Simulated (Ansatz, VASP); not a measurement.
Si in VASP and in Ansatz

```
CELL_PARAMETERS angstrom
0.00000 2.72212 2.72212
2.72212 0.00000 2.72212
2.72212 2.72212 0.00000
ATOMIC_POSITIONS crystal
Si 0.25000 0.25000 0.25000
Si 0.00000 0.00000 0.00000
```

Alike in both runs: task single point; functional PBE; k mesh 8 × 8 × 8; no spin polarisation.

|  | VASP | Ansatz |
| --- | --- | --- |
| version | VASP 6.6.1 | Ansatz 0.2.0 |
| potentials or method | VASP PAW PBE potentials, release 64 (Si) | plane waves, PAW |
| plane-wave cutoff (eV) | 520 | 420 |
| occupations | gaussian, width 0.01 eV | fixed |
| valence electrons in the cell | 8 | 8 |

VASP gave:

| Property | Result |
| --- | --- |
| gap on the k mesh at the Fermi level (eV) | 0.63 |
| pressure (GPa) | 1.2 |

Task: Estimate Ansatz's values.

Result: gap on the k mesh at the Fermi level (eV): 0.63; pressure (GPa): 1.3.

A k mesh can miss the band edges.
